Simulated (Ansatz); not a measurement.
## SnS: Electric field gradients

The cell is a computed structure from the Materials Project (it need not be an observed phase), atoms as given.

Space group Pnma (No. 62); a = 11.3920, b = 3.9569, c = 4.5328 Å.

```
site  Wyckoff  site symmetry       x       y       z
  Sn       4c            .m.  0.6216  0.2500  0.3695
   S       4c            .m.  0.3475  0.2500  0.0106
```

One atom of each set is listed.

Computed with Ansatz: DFT, PBE, plane waves and PAW, scalar-relativistic, 420 eV cutoff, Γ-centred 3×8×7 k-points, Fermi–Dirac smearing 0.01 eV.

C_Q = eQV_zz/h, which is 24.18 MHz for Q = 1 b and V_zz = 10²¹ V/m²; η = (V_xx − V_yy)/V_zz.

³³S: I = 3/2, Q = -69.40 mb. Nuclear quadrupole moments: year-2017 set (Pyykkö).

```tsv
site	atoms	first shell	V_zz (10²¹ V/m²)	η	C_Q (MHz)
Sn	4	3 S at 2.63–2.65 Å	-12.61	0.31	–
S	4	3 Sn at 2.63–2.65 Å	-4.23	0.06	7.10
```

At Sn and S V_zz stands upright on the plane through its three neighbours (within 12°) in each case.

Sn has no stable isotope with a ground-state quadrupole moment in the table, so no C_Q is given.

Without spin–orbit coupling (the program notes it for Sn) the gradients can shift somewhat, as the gap is small.

Hardware: 1 thread of Arm Neoverse N1 (aarch64; 36 cores open to the job, memory cap 3.0 GiB, no GPU), a shared host with a load of 0.8 a core. Wall time 59 s, CPU time 59 s, peak memory 0.59 GiB.
